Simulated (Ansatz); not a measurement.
# Void in SiC (68 atoms): support functions against a reference, part 2 of 3

Wanted: errors and times of a linear-scaling basis for void in SiC (68 atoms). A setting counts as converged where the r.m.s. difference of forces stays under 1 % of the r.m.s. force.

Ansatz 0.2.0; Kohn-Sham DFT, PBE, PAW (set soft_2), plane waves.

The cell: 34 Si and 34 C. The main run has no spin polarisation.

So far. Step 4 (Support functions low): Forces differ from the reference by 0.57 meV/Å r.m.s., 0.084 % of their size, well within a tolerance of 1 %; the energy by -1.8 meV/atom. It took roughly 3.4 times the reference's time (one timing each, with unlike analyses asked), in 13 cycles against 9. Step 5 (Support functions high): Forces differ from the reference by 0.19 meV/Å r.m.s., 0.028 % of their size, well within a tolerance of 1 %; the energy by -1.8 meV/atom.

## Step 6: Support functions medium, spacing 0.411 Å

The grid spacing sets how fine a wave the support functions can hold. The typed value is an upper bound: the grid laid has 24×24×30 points, 0.385 Å apart at most.

This step: Kohn-Sham DFT, PBE, PAW (set soft_2), localised support functions (medium) (Ansatz 0.2.0).

input.yaml reads:

```yaml
crystal:
  lattice:
    - [9.228, 0.0, 0.0]
    - [-4.614, 7.99168, 0.0]
    - [0.0, 0.0, 10.096]
  atoms:
    [... the 68 atom lines of step 2 ...]
kpoints:
  mp_grid: { grid: [2, 2, 1] }
hamiltonian:
  xc: pbe
scf:
  occupations: { method: gaussian, width: 0.025 }
  eigensolver: { kind: { support_functions: { accuracy: medium, spacing: 0.411 } } }
  max_iter: 150
output:
  forces: true
  eigenvalues: true
```

Launch:

```sh
$ ansatz run input.yaml --threads 4 --pin off --max-ram 8192MiB --backend cpu --events-out ev --progress --plain --runs-dir out
```

Standard output:

```text
[...]
Crystal: 68 atoms, lattice volume = 744.552 Å³
Basis set: ecut = 420 eV, 14493 PW (Γ), exchange–correlation on 128×128×144 points (8 copies of the dense FFT grid, shifted against one another)
Bands: 164, of which v1, the nominal top of the filled ones, is band 136 counted from 1 (135 counted from 0)
Symmetry: 1 space group operations
k-points: 4
[...]
SCF iter   1: F=—  HF=-30160.870746 eV  |F-HF|=—  |Δ(HF+E_count)|=         —  Δρ=1.35e-1  dr2=1.76e2  ethr=1.00e-1
[...]
SCF iter  16: F=-30148.750073 eV  HF=-30148.750073 eV  |F-HF|=3.84e-7  |Δ(HF+E_count)|=   7.59e-8  Δρ=5.24e-6  dr2=4.97e-7  ethr=9.93e-10
SCF 1 converged in 16 iterations: F = -30148.772764 eV  dr2 = 4.97e-7
[...]
SCF converged after 16 iterations
[...]
Free energy (F): -30148.772764 eV
[...]
Internal energy: -30148.768812 eV  (E = F + TS)
E sigma→0 (E₀):  -30148.770788 eV
Entropy (-TS):   -0.003952 eV (-0.058 meV/atom)
Fermi energy:    9.453669 eV
[...]
--- Forces (eV/Å), atoms counted from 1 ---
  atom   1  Si     0.18803488     0.19419339     0.36509404
  atom   2  C     -1.11449201    -0.44190865    -0.75828949
  atom   3  Si    -0.18516660     0.40524622     1.39386990
  atom   4  C      0.17079876    -0.49887218    -0.06132830
  atom   5  Si     0.07831651     1.25698731    -0.79037530
  atom   6  C     -1.54746403    -1.34152456     0.48243790
  atom   7  Si     0.81000122     0.69676529    -1.24652909
  atom   8  C      0.33887651    -0.71730967     0.31844388
  atom   9  Si     0.78374623     0.21054164    -0.33029176
  atom  10  C     -0.62550381     0.73272506    -0.58437796
  atom  11  Si     1.06965867    -0.75311639     0.42622121
  atom  12  C     -0.32799664     0.25536575    -0.65529223
  atom  13  Si     0.91647752    -0.87578741    -0.37570917
  atom  14  C     -0.37271867     0.21781072    -0.04578299
[...]
atom  67  Si    -0.23885911     0.16898775    -0.81399838
  atom  68  C      0.50204638    -0.82221816    -1.18940772
  max |Σ_I F_I| component: 8.55e-1 eV/Å
--- Band table (eV) ---
[...]
```

Elapsed: 43 s, on 4 threads of Arm Neoverse V2, shared host; peak memory 1.4 GiB; 2.6 min of CPU time.

The program notes that the forces don't sum to zero within tolerance and the grid leaves an egg-box force.

Forces differ from the reference by 45 meV/Å r.m.s., 6.7 % of their size, far over a tolerance of 1 %; the energy by -2.6 meV/atom. It took roughly 1.9 times the reference's time (one timing each, with unlike analyses asked), in 16 cycles against 9. The setting is coarser than the default on purpose.

## Step 7: Support functions medium, spacing 0.343 Å

The grid spacing sets how fine a wave the support functions can hold. The typed value is an upper bound: the grid laid has 30×30×30 points, 0.337 Å apart at most.

input.yaml, the sections that differ from step 6:

```yaml
scf:
  occupations: { method: gaussian, width: 0.025 }
  eigensolver: { kind: { support_functions: { accuracy: medium, spacing: 0.343 } } }
  max_iter: 150
# crystal, kpoints, hamiltonian, output: as in step 6
```

Standard output:

```text
[...]
Crystal: 68 atoms, lattice volume = 744.552 Å³
Basis set: ecut = 420 eV, 14493 PW (Γ), exchange–correlation on 128×128×144 points (8 copies of the dense FFT grid, shifted against one another)
Bands: 164, of which v1, the nominal top of the filled ones, is band 136 counted from 1 (135 counted from 0)
Symmetry: 1 space group operations
k-points: 4
[...]
SCF iter   1: F=—  HF=-30168.118881 eV  |F-HF|=—  |Δ(HF+E_count)|=         —  Δρ=1.33e-1  dr2=1.74e2  ethr=1.00e-1
[...]
SCF iter  15: F=-30148.517167 eV  HF=-30148.517168 eV  |F-HF|=1.61e-8  |Δ(HF+E_count)|=   2.38e-7  Δρ=3.37e-6  dr2=1.63e-7  ethr=6.59e-10
SCF 1 converged in 15 iterations: F = -30148.537730 eV  dr2 = 1.63e-7
[...]
SCF converged after 15 iterations
[...]
Free energy (F): -30148.537730 eV
[...]
Internal energy: -30148.534514 eV  (E = F + TS)
E sigma→0 (E₀):  -30148.536122 eV
Entropy (-TS):   -0.003216 eV (-0.047 meV/atom)
Fermi energy:    9.448814 eV
[...]
--- Forces (eV/Å), atoms counted from 1 ---
  atom   1  Si     0.18937545     0.19101310     0.35698568
  atom   2  C     -1.08477691    -0.44599744    -0.74667107
  atom   3  Si    -0.17248408     0.41693790     1.36821586
  atom   4  C      0.12799249    -0.52120094    -0.03457424
  atom   5  Si     0.08275269     1.25038842    -0.80620022
  atom   6  C     -1.53891423    -1.35364693     0.51980936
  atom   7  Si     0.79463951     0.68993194    -1.26358703
  atom   8  C      0.37675377    -0.79465613     0.34369694
  atom   9  Si     0.79289189     0.20376556    -0.33385602
  atom  10  C     -0.61039677     0.70901941    -0.56533321
  atom  11  Si     1.07407926    -0.75159522     0.40213484
  atom  12  C     -0.35604601     0.33996715    -0.62854472
  atom  13  Si     0.93613860    -0.86404799    -0.39933378
  atom  14  C     -0.35305435     0.19104244    -0.02556425
[...]
atom  67  Si    -0.23997841     0.17385964    -0.82934977
  atom  68  C      0.53099783    -0.94454155    -1.17943382
  max |Σ_I F_I| component: 6.99e-1 eV/Å
--- Band table (eV) ---
[...]
```

Run time: 48 s. Hardware: 4 threads; peak memory 1.5 GiB; 3 min of CPU time.

Forces differ from the reference by 29 meV/Å r.m.s., 4.3 % of their size, over a tolerance of 1 %; the energy by +0.81 meV/atom. It took roughly 2.1 times the reference's time (one timing each, with unlike analyses asked), in 15 cycles against 9. The setting is coarser than the default on purpose.

## Step 8: Support functions medium, spacing 0.297 Å

The grid spacing sets how fine a wave the support functions can hold. The typed value is an upper bound: the grid laid has 36×36×36 points, 0.280 Å apart at most.

input.yaml, the sections that differ from step 7:

```yaml
scf:
  occupations: { method: gaussian, width: 0.025 }
  eigensolver: { kind: { support_functions: { accuracy: medium, spacing: 0.297 } } }
  max_iter: 150
# crystal, kpoints, hamiltonian, output: as in step 7
```

Standard output:

```text
[...]
Crystal: 68 atoms, lattice volume = 744.552 Å³
Basis set: ecut = 420 eV, 14493 PW (Γ), exchange–correlation on 128×128×144 points (8 copies of the dense FFT grid, shifted against one another)
Bands: 164, of which v1, the nominal top of the filled ones, is band 136 counted from 1 (135 counted from 0)
Symmetry: 1 space group operations
k-points: 4
[...]
SCF iter   1: F=—  HF=-30171.513929 eV  |F-HF|=—  |Δ(HF+E_count)|=         —  Δρ=1.33e-1  dr2=1.75e2  ethr=1.00e-1
[...]
SCF iter  14: F=-30148.688697 eV  HF=-30148.688697 eV  |F-HF|=3.20e-7  |Δ(HF+E_count)|=   1.07e-3  Δρ=1.02e-5  dr2=1.27e-6  ethr=5.75e-9
SCF 1 converged in 14 iterations: F = -30148.710291 eV  dr2 = 1.27e-6
[...]
SCF converged after 14 iterations
[...]
Free energy (F): -30148.710291 eV
[...]
Internal energy: -30148.707026 eV  (E = F + TS)
E sigma→0 (E₀):  -30148.708658 eV
Entropy (-TS):   -0.003265 eV (-0.048 meV/atom)
Fermi energy:    9.448513 eV
[...]
--- Forces (eV/Å), atoms counted from 1 ---
  atom   1  Si     0.19158325     0.19104786     0.32533597
  atom   2  C     -1.08283586    -0.44412324    -0.64986883
  atom   3  Si    -0.17323729     0.41571530     1.38301505
  atom   4  C      0.13060348    -0.52360765    -0.07030513
  atom   5  Si     0.08159504     1.25151536    -0.82933143
  atom   6  C     -1.54063453    -1.35474967     0.64466237
  atom   7  Si     0.79530811     0.68868655    -1.24510457
  atom   8  C      0.37723616    -0.79766911     0.31075441
  atom   9  Si     0.79538272     0.20373771    -0.35214126
  atom  10  C     -0.61009236     0.70594033    -0.47325081
  atom  11  Si     1.07030992    -0.75362517     0.41695769
  atom  12  C     -0.35655855     0.34220070    -0.65420366
  atom  13  Si     0.93945130    -0.86630076    -0.43453122
  atom  14  C     -0.35441264     0.19324300     0.08272025
[...]
atom  67  Si    -0.23901030     0.17558144    -0.80783319
  atom  68  C      0.53156616    -0.95069398    -1.20328708
  max |Σ_I F_I| component: 4.41e-3 eV/Å
--- Band table (eV) ---
[...]
```

Elapsed: 55 s, on 4 threads; peak memory 1.7 GiB; 3.5 min of CPU time.

Forces differ from the reference by 3.7 meV/Å r.m.s., 0.55 % of their size, within a tolerance of 1 %; the energy by -1.7 meV/atom. It took roughly 2.4 times the reference's time (one timing each, with unlike analyses asked), in 14 cycles against 9. The setting is coarser than the default on purpose.

## Step 9: Support functions medium, spacing 0.263 Å

The grid spacing sets how fine a wave the support functions can hold. The typed value is an upper bound: the grid laid has 36×36×48 points, 0.256 Å apart at most.

input.yaml, the sections that differ from step 8:

```yaml
scf:
  occupations: { method: gaussian, width: 0.025 }
  eigensolver: { kind: { support_functions: { accuracy: medium, spacing: 0.263 } } }
  max_iter: 150
# crystal, kpoints, hamiltonian, output: as in step 8
```

Standard output:

```text
[...]
Crystal: 68 atoms, lattice volume = 744.552 Å³
Basis set: ecut = 420 eV, 14493 PW (Γ), exchange–correlation on 128×128×144 points (8 copies of the dense FFT grid, shifted against one another)
Bands: 164, of which v1, the nominal top of the filled ones, is band 136 counted from 1 (135 counted from 0)
Symmetry: 1 space group operations
k-points: 4
[...]
SCF iter   1: F=—  HF=-30173.090699 eV  |F-HF|=—  |Δ(HF+E_count)|=         —  Δρ=1.33e-1  dr2=1.76e2  ethr=1.00e-1
[...]
SCF iter  13: F=—  HF=-30148.675071 eV  |F-HF|=—  |Δ(HF+E_count)|=   9.89e-4  Δρ=2.95e-5  dr2=1.53e-5  ethr=9.45e-8  κ⁻¹=1.5e-5(r=7)
SCF iter  14: F=-30148.675909 eV  HF=-30148.675909 eV  |F-HF|=3.06e-7  |Δ(HF+E_count)|=   8.39e-4  Δρ=1.02e-5  dr2=1.28e-6  ethr=5.63e-9
SCF 1 converged in 14 iterations: F = -30148.693764 eV  dr2 = 1.28e-6
[...]
SCF converged after 14 iterations
[...]
Free energy (F): -30148.693764 eV
[...]
Internal energy: -30148.690486 eV  (E = F + TS)
E sigma→0 (E₀):  -30148.692125 eV
Entropy (-TS):   -0.003278 eV (-0.048 meV/atom)
Fermi energy:    9.447877 eV
[...]
Σ components = -30148.693764   (vs F -30148.693764, Δ=0.00e0)
--- Forces (eV/Å), atoms counted from 1 ---
  atom   1  Si     0.19228249     0.19046530     0.33138113
  atom   2  C     -1.08204209    -0.44427036    -0.65635628
  atom   3  Si    -0.17313875     0.41552087     1.39102592
  atom   4  C      0.13016003    -0.52312110    -0.07483041
[...]
atom  68  C      0.53064785    -0.95016958    -1.20923891
  max |Σ_I F_I| component: 2.11e-3 eV/Å
--- Band table (eV) ---
[...]
```

The job ended after 54 s (4 threads; peak memory 1.6 GiB; 3.4 min of CPU time).

Keys that differ from the reference: support_functions.accuracy = "medium", support_functions.spacing = 0.263 and scf.max_iter = 150.

Forces differ from the reference by 0.47 meV/Å r.m.s., 0.070 % of their size, well within a tolerance of 1 %; the energy by -1.5 meV/atom. It took roughly 2.4 times the reference's time (one timing each, with unlike analyses asked), in 14 cycles against 9.

## Step 10: Support functions medium, spacing 0.206 Å

The grid spacing sets how fine a wave the support functions can hold. The typed value is an upper bound: the grid laid has 48×48×54 points, 0.192 Å apart at most.

input.yaml, the sections that differ from step 9:

```yaml
scf:
  occupations: { method: gaussian, width: 0.025 }
  eigensolver: { kind: { support_functions: { accuracy: medium, spacing: 0.206 } } }
  max_iter: 150
# crystal, kpoints, hamiltonian, output: as in step 9
```

Standard output:

```text
[...]
Crystal: 68 atoms, lattice volume = 744.552 Å³
Basis set: ecut = 420 eV, 14493 PW (Γ), exchange–correlation on 128×128×144 points (8 copies of the dense FFT grid, shifted against one another)
Bands: 164, of which v1, the nominal top of the filled ones, is band 136 counted from 1 (135 counted from 0)
Symmetry: 1 space group operations
k-points: 4
[...]
SCF iter   1: F=—  HF=-30174.055043 eV  |F-HF|=—  |Δ(HF+E_count)|=         —  Δρ=1.33e-1  dr2=1.75e2  ethr=1.00e-1
[...]
SCF iter  13: F=—  HF=-30148.701191 eV  |F-HF|=—  |Δ(HF+E_count)|=   7.95e-4  Δρ=2.64e-5  dr2=1.22e-5  ethr=8.73e-8  κ⁻¹=1.3e-5(r=7)
SCF iter  14: F=-30148.701866 eV  HF=-30148.701866 eV  |F-HF|=2.76e-7  |Δ(HF+E_count)|=   6.75e-4  Δρ=9.81e-6  dr2=1.19e-6  ethr=4.49e-9
SCF 1 converged in 14 iterations: F = -30148.716414 eV  dr2 = 1.19e-6
[...]
SCF converged after 14 iterations
[...]
Free energy (F): -30148.716414 eV
[...]
Internal energy: -30148.713121 eV  (E = F + TS)
E sigma→0 (E₀):  -30148.714768 eV
Entropy (-TS):   -0.003293 eV (-0.048 meV/atom)
Fermi energy:    9.447674 eV
[...]
Σ components = -30148.716414   (vs F -30148.716414, Δ=0.00e0)
--- Forces (eV/Å), atoms counted from 1 ---
  atom   1  Si     0.19224015     0.19039255     0.33115535
  atom   2  C     -1.08307935    -0.44429092    -0.65598106
  atom   3  Si    -0.17299197     0.41500929     1.39047260
  atom   4  C      0.12963360    -0.52348804    -0.07478594
[...]
atom  68  C      0.53091744    -0.95146279    -1.20884155
  max |Σ_I F_I| component: 2.41e-3 eV/Å
--- Band table (eV) ---
[...]
```

It took 80 s on 4 threads; peak memory 2.2 GiB; 5.1 min of CPU time.

Keys that differ from the reference: support_functions.accuracy = "medium", support_functions.spacing = 0.206 and scf.max_iter = 150.

Forces differ from the reference by 0.33 meV/Å r.m.s., 0.049 % of their size, well within a tolerance of 1 %; the energy by -1.8 meV/atom. It took roughly 3.6 times the reference's time (one timing each, with unlike analyses asked), in 14 cycles against 9.

## Step 11: Support functions medium, spacing 0.183 Å

The grid spacing sets how fine a wave the support functions can hold. The typed value is an upper bound: the grid laid has 54×54×60 points, 0.171 Å apart at most.

input.yaml, the sections that differ from step 10:

```yaml
scf:
  occupations: { method: gaussian, width: 0.025 }
  eigensolver: { kind: { support_functions: { accuracy: medium, spacing: 0.183 } } }
  max_iter: 150
# crystal, kpoints, hamiltonian, output: as in step 10
```

Standard output:

```text
[...]
Crystal: 68 atoms, lattice volume = 744.552 Å³
Basis set: ecut = 420 eV, 14493 PW (Γ), exchange–correlation on 144×144×150 points (8 copies of the dense FFT grid, shifted against one another)
Bands: 164, of which v1, the nominal top of the filled ones, is band 136 counted from 1 (135 counted from 0)
Symmetry: 1 space group operations
k-points: 4
[...]
SCF iter   1: F=—  HF=-30174.274402 eV  |F-HF|=—  |Δ(HF+E_count)|=         —  Δρ=1.33e-1  dr2=1.75e2  ethr=1.00e-1
[...]
SCF iter  14: F=—  HF=-30148.701931 eV  |F-HF|=—  |Δ(HF+E_count)|=   6.45e-4  Δρ=1.39e-5  dr2=4.25e-6  ethr=6.21e-9  κ⁻¹=3.0e-5(r=7)
SCF iter  15: F=-30148.702491 eV  HF=-30148.702491 eV  |F-HF|=3.38e-7  |Δ(HF+E_count)|=   5.60e-4  Δρ=6.84e-6  dr2=5.94e-7  ethr=1.56e-9
SCF 1 converged in 15 iterations: F = -30148.715890 eV  dr2 = 5.94e-7
[...]
SCF converged after 15 iterations
[...]
Free energy (F): -30148.715890 eV
[...]
Internal energy: -30148.712589 eV  (E = F + TS)
E sigma→0 (E₀):  -30148.714240 eV
Entropy (-TS):   -0.003301 eV (-0.049 meV/atom)
Fermi energy:    9.447744 eV
[...]
Σ components = -30148.715890   (vs F -30148.715890, Δ=0.00e0)
--- Forces (eV/Å), atoms counted from 1 ---
  atom   1  Si     0.19203680     0.19036456     0.33109337
  atom   2  C     -1.08277715    -0.44424724    -0.65587440
  atom   3  Si    -0.17380439     0.41475024     1.39064269
  atom   4  C      0.12994933    -0.52350752    -0.07468893
[...]
atom  68  C      0.53122331    -0.95108018    -1.20883578
  max |Σ_I F_I| component: 2.43e-3 eV/Å
--- Band table (eV) ---
[...]
```

Run time: 1.8 min. Hardware: 4 threads; peak memory 2.7 GiB; 7.1 min of CPU time.

Keys that differ from the reference: support_functions.accuracy = "medium", support_functions.spacing = 0.183 and scf.max_iter = 150.

Forces differ from the reference by 0.31 meV/Å r.m.s., 0.045 % of their size, well within a tolerance of 1 %; the energy by -1.8 meV/atom. It took roughly 4.9 times the reference's time (one timing each, with unlike analyses asked), in 15 cycles against 9.

## Step 12: What each setting buys

Each row is set against the plane-wave reference (Kohn-Sham DFT, PBE, PAW (set soft_2), plane waves; r.m.s. force component 0.680 eV/Å). Energies are set beside the reference only for runs with its functional, potentials and electron count. Times are for 4 threads of Arm Neoverse V2, shared host. The reference's time includes the DOS, the stress and grids, which some other runs skip.

```csv
run,"Δ force, r.m.s. (meV/Å)",share of r.m.s. force (%),Δ energy (meV/atom),cycles,time,host memory (GiB)
reference,-,-,-,9,23 s,3.2
support functions medium,0.375,0.0551,-1.80,14,83 s,2.2
support functions low,0.573,0.0843,-1.80,13,78 s,2.2
support functions high,0.191,0.0281,-1.81,17,3.5 min,3.8
"support functions medium, spacing 0.411 Å",45.4,6.67,-2.65,16,43 s,1.4
"support functions medium, spacing 0.343 Å",29.3,4.31,0.810,15,48 s,1.5
"support functions medium, spacing 0.297 Å",3.71,0.546,-1.73,14,55 s,1.7
"support functions medium, spacing 0.263 Å",0.474,0.0697,-1.48,14,54 s,1.6
"support functions medium, spacing 0.206 Å",0.334,0.0492,-1.82,14,80 s,2.2
"support functions medium, spacing 0.183 Å",0.308,0.0453,-1.81,15,1.8 min,2.7
```

[end of part 2 of 3]

[Long decimals in the printed logs are rounded to 6 places.]

[Logs are printed without paths, hosts, clocks, repeated set-up lines and the standing remarks that a program may print on its own settings, such as how far it seeks lower states.]

[Hosts, paths, dates, database ids (printed as entryN), source tags and the programs' standing remarks are cut or masked in the printed files.]
